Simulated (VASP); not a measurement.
# ZnSe (F-43m): a series in biaxial strain in the (111) plane

How do the elastic response and the band edges of ZnSe follow biaxial strain in the (111) plane?

Main program and level: VASP 6.6.1; LDA; plane waves and PAW (Zn, Se), in the first sound run; inputs show where later runs differ.

Report form: the programs' logs are mostly left out.

## (1) Set-up

It takes space group F-43m (No. 216, cubic). Conventional cell: a = 5.668 Å, b = 5.668 Å, c = 5.668 Å, α = 90.00°, β = 90.00°, γ = 90.00°. Zn has 4 Se at 2.45 Å nearest. Nearest to Se lie 4 Zn at 2.45 Å. Farther neighbours and most contacts between anions are not listed.

## (2) Relax the crystal, LDA

The series starts from the cell that this level prefers, so that zero strain is near zero stress.

This step took 2 runs in a row; the last is shown.

Level: LDA; plane waves and PAW (Zn, Se).

INCAR

```
SYSTEM = ZnSe
PREC = Accurate
ENCUT = 450
EDIFF = 1E-07
NELM = 120
ISMEAR = 0
SIGMA = 0.02
LREAL = .FALSE.
ALGO = Normal
GGA = CA
NBANDS = 15
LASPH = .TRUE.
LORBIT = 11
LWAVE = .FALSE.
LCHARG = .FALSE.
KPAR = 16
IBRION = 2
NSW = 40
ISIF = 3
EDIFFG = -0.005
POTIM = 0.4
```

POSCAR

```
ZnSe
1.0
    0.0000000000      2.7878715480      2.7878715480
    2.7878715480      0.0000000000      2.7878715480
    2.7878715480      2.7878715480      0.0000000000
Zn Se
1 1
Direct
    0.0000000000      0.0000000000      0.0000000000
    0.2500000000      0.2500000000      0.2500000000
```

KPOINTS

```
Automatic mesh
0
Gamma
9 9 9
0 0 0
```

PAW data sets: Zn and Se (LDA family, release 64).

Started as:

```sh
mpirun -np 16 vasp_std
```

The job ended after 4.8 s (16 MPI ranks of Intel Xeon 6975P-C (Granite Rapids), shared host; peak memory 2.6 GiB; 63 s of CPU time).

Numbers from this step:

- energy(sigma→0) of the program: -7.3722 eV
- stress, compression positive: 0.00 along [111], 0.00 across it (mean), GPa
- volume: 43.309 Å³
- ionic steps: 2

## (3) Strain along the normal, LDA

One member in full: the plane is strained by -1.5 %, and the strain along the normal is moved by secant steps until the normal stress is under 0.012 GPa or five steps are spent; the atoms relax at each step.

This step took 3 runs, each at a new trial strain with the atoms of the one before; the last is shown.

Level: LDA; plane waves and PAW (Zn, Se); cell typed or built by script.

Changes to INCAR since step 2:

```diff
@@ -15,7 +15,7 @@
 LCHARG = .FALSE.
-KPAR = 16
-IBRION = 2
-NSW = 40
-ISIF = 3
-EDIFFG = -0.005
-POTIM = 0.4
+KPAR = 4
+IBRION = 1
+NSW = 25
+ISIF = 2
+EDIFFG = -0.004
+POTIM = 0.3
```

POSCAR

```
ZnSe
1.0
    0.0470640270      2.7925584570      2.7925584570
    2.7925584570      0.0470640270      2.7925584570
    2.7925584570      2.7925584570      0.0470640270
Zn Se
1 1
Direct
    0.0016680649      0.0016680649      0.0016680649
    0.2483319351      0.2483319351      0.2483319351
```

KPOINTS is that of step 2.

Started as:

```sh
mpirun -np 4 vasp_std
```

It took 15 s on 4 MPI ranks; peak memory 0.65 GiB.

Read from the output:

| Quantity | Value |
| --- | --- |
| energy(sigma→0) of the program | -7.3627 eV |
| stress, compression positive | 0.00 along [111], 2.24 across it (mean), GPa |
| ionic steps | 3 |

## (4) Band edges, HSE06

Short lines in KPOINTS_OPT sample the zone centre along and across the normal of the plane, for masses, and the other valleys.

Level: HSE06; plane waves and PAW (Zn, Se); cell typed or built by script.

INCAR

```
SYSTEM = ZnSe
PREC = Accurate
ENCUT = 450
EDIFF = 1E-06
NELM = 100
ISMEAR = 0
SIGMA = 0.02
LREAL = .FALSE.
ALGO = Normal
LHFCALC = .TRUE.
AEXX = 0.25
GGA = PE
HFSCREEN = 0.2
LASPH = .TRUE.
NBANDS = 14
PRECFOCK = Fast
LWAVE = .FALSE.
LCHARG = .FALSE.
KPAR = 4
```

POSCAR

```
ZnSe
1.0
    0.0470640270      2.7925584570      2.7925584570
    2.7925584570      0.0470640270      2.7925584570
    2.7925584570      2.7925584570      0.0470640270
Zn Se
1 1
Direct
    0.0015724333      0.0015724333      0.0015724333
    0.2484275667      0.2484275667      0.2484275667
```

KPOINTS

```
Automatic mesh
0
Gamma
5 5 5
0 0 0
```

KPOINTS_OPT

```
Line mode
6
Line-mode
Reciprocal
  0.00000000   0.00000000   0.00000000
  0.02587653   0.02587653   0.02587653

  0.00000000   0.00000000   0.00000000
 -0.01544883   0.01544883  -0.00000000

  0.31000000   0.31000000   0.00000000
  0.50000000   0.50000000   0.00000000

  0.00000000   0.31000000   0.31000000
  0.00000000   0.50000000   0.50000000

  0.45000000   0.45000000   0.45000000
  0.50000000   0.50000000   0.50000000

  0.45000000   0.00000000   0.00000000
  0.50000000   0.00000000   0.00000000

  0.42500000   0.42500000   0.00000000
  0.42537452   0.44722247   0.02222247

  0.50000000   0.50000000   0.50000000
  0.48455117   0.51544883   0.50000000
```

Started as:

```sh
mpirun -np 4 vasp_std
```

Run time: 4.6 min. Hardware: 4 MPI ranks; peak memory 1.1 GiB; 18 min of CPU time.

This run gave:

- energy(sigma→0) of the program: -7.3688 eV

## (5) The table

Hybrid runs start from orbitals of a short LDA run, not shown.

Runs beyond LDA use the data sets made with LDA; this shifts their levels slightly, and their total energies have another zero.

The other members went through these steps as far as the tables show, with the same cutoff and, step by step, the same mesh; 44 runs are not shown. The session took 3.1 core hours (wall time by ranks) on a shared machine.

```csv
in-plane strain (%),strain along the normal (%),"in-plane stress, tension positive (GPa)",energy above the unstrained row (meV/atom),"gap on the mesh, LDA (eV)"
-2.000,1.386,-3.017,8.330,1.284
-1.500,1.033,-2.238,4.707,1.288
-1.000,0.691,-1.470,2.129,1.287
-0.500,0.346,-0.721,0.577,1.282
0,0.000,-0.004,0.000,1.274
0.500,-0.339,0.695,0.391,1.211
1.000,-0.668,1.380,1.715,1.149
1.500,-0.982,2.046,3.957,1.091
2.000,-1.301,2.688,7.096,1.034
```

Slopes at zero strain, from cubics through all rows: strain ratio -0.679, stress over strain 142 GPa.

Band edges at HSE06, counted from the valence-band top at Γ, with one row partly withheld:

```csv
in-plane strain (%),gap (eV),conduction band at Γ (eV),Δ or X valley along z (eV),Δ or X valley along x (eV),"lowest conduction level at L, [111] (eV)","lowest conduction level at L, [-111] (eV)",second valence level below the top (eV),third valence level below the top (eV)
-2.000,2.668,2.668,3.570,3.570,4.040,3.646,0.000,0.255
-1.500,2.673,2.673,3.630,3.630,3.973,3.683,0.000,0.185
-1.000,2.672,2.672,3.684,3.684,?,3.717,0.000,0.120
-0.500,2.666,2.666,3.729,3.729,3.843,3.748,0.000,0.059
0,2.656,2.656,3.768,3.768,3.778,3.778,0.000,0.000
0.500,2.588,2.588,3.745,3.745,3.660,3.751,0.054,0.054
1.000,2.521,2.521,3.719,3.719,3.549,3.727,0.104,0.104
1.500,2.455,2.455,3.691,3.691,3.444,3.704,0.147,0.147
2.000,2.389,2.389,3.660,3.660,3.343,3.682,0.189,0.189
```

Conduction masses, in electron masses:

```csv
in-plane strain (%),"conduction mass at Γ, along the strain axis or the normal of the plane","conduction mass at Γ, across the strain axis or in the plane"
-2.000,0.126,0.149
-1.500,0.130,0.146
-1.000,0.133,0.144
-0.500,0.136,0.141
0,0.138,0.139
0.500,0.140,0.136
1.000,0.142,0.134
1.500,0.144,0.132
2.000,0.145,0.130
```

## (6) Working out the slope

The quantity to fit is the splitting of the lowest conduction levels at the L points ([111] less [-111]) at HSE06: 0.394, 0.290, 0.095, 0.000, -0.091, -0.178, -0.259, -0.339 eV in the rows shown.

A least-squares parabola through the 8 rows shown, with d the strain along the axis less the strain across it, in %: E = 0.002025 d² + 0.1095 d − 1.26e-4 (eV), r.m.s. residual 4.9e-4 eV.

At d = 1.691 this predicts 0.1909 eV.

## (7) Checking the prediction

The calculation gives 0.1909 eV, so the prediction is right to the last digit shown.

The splitting is Ξu times 8/9 of d, with d as a fraction, so the linear term gives Ξu = 12.3 eV.

## (8) Summary of results

* ratio of normal to in-plane strain: -0.679
* biaxial modulus: 142 GPa
* gap of the unstrained cell, HSE06: 2.66 eV
* shear deformation potential Ξu of the lowest conduction levels at L: 12.3 eV
* error of the predicted row: 0.0 meV

In words: As a check, the curvature of the energy gives 142 GPa for the same modulus (energy per volume = M × strain²), 0 % from the slope of the stress. At HSE06 the lowest conduction valley is Γ throughout, and the gap runs between 2.39 and 2.67 eV. Hole masses are left out throughout, since the top bands are degenerate or cross in many series; of conduction masses, those of the Γ, L and (for Si and Ge under (001) strain) Δ valleys are kept where they change by under an eighth between rows. HSE06 ran on a coarser mesh than the semilocal levels. Spin-orbit coupling is left out at HSE06, so the valence splittings there lack it. Δ or X levels are the lowest on their line, refined by a parabola unless they lie at X; the gap is read from all points sampled and can differ from the lowest valley by some meV, or by tens of meV where strain moves the valence top off Γ. Temperature, zero-point motion and excitons are left out.

[Lines on the potential files, build, host, timing and source positions are cut from VASP's logs without a mark.]

[Logs are printed without paths, hosts, clocks, repeated set-up lines and the standing remarks that a program may print on its own settings, such as how far it seeks lower states.]

[Hosts, paths, dates, database ids (printed as entryN), source tags and the programs' standing remarks are cut or masked in the printed files.]

[In band tables of VASP the shares of atoms and orbitals are scaled to a sum of 1 inside the atoms' spheres.]
